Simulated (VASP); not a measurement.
Input of a VASP 6.6.1 run:

File INCAR:

```
ALGO = Normal
EDIFF = 1E-7
ENCUT = 520
GGA = PE
ISIF = 2
ISMEAR = -1
LASPH = True
LCHARG = False
LREAL = False
LWAVE = False
NBANDS = 12
NELM = 100
PREC = Accurate
SIGMA = 0.05
```

The input KPOINTS:

```
k-points
0
Gamma
  13 13 13
```

The input POSCAR:

```
Ga
1.0
   -1.3935671902      1.3935671902      2.3265304007
    1.3935671902     -1.3935671902      2.3265304007
    1.3935671902      1.3935671902     -2.3265304007
Ga
1
Direct
    0.0000000000      0.0000000000      0.0000000000
```

Potentials or basis: VASP PAW PBE potentials, release 64 (Ga_d).

Command:

```console
$ cat potpaw_PBE.64/Ga_d/POTCAR > POTCAR
$ mpirun -np 1 vasp_std > vasp.out
```

(1) Estimate the band gap on the k mesh.

(2) Predict the pressure.

Results:

(1) none (metal or under the smearing width).

(2) 2.3 GPa.
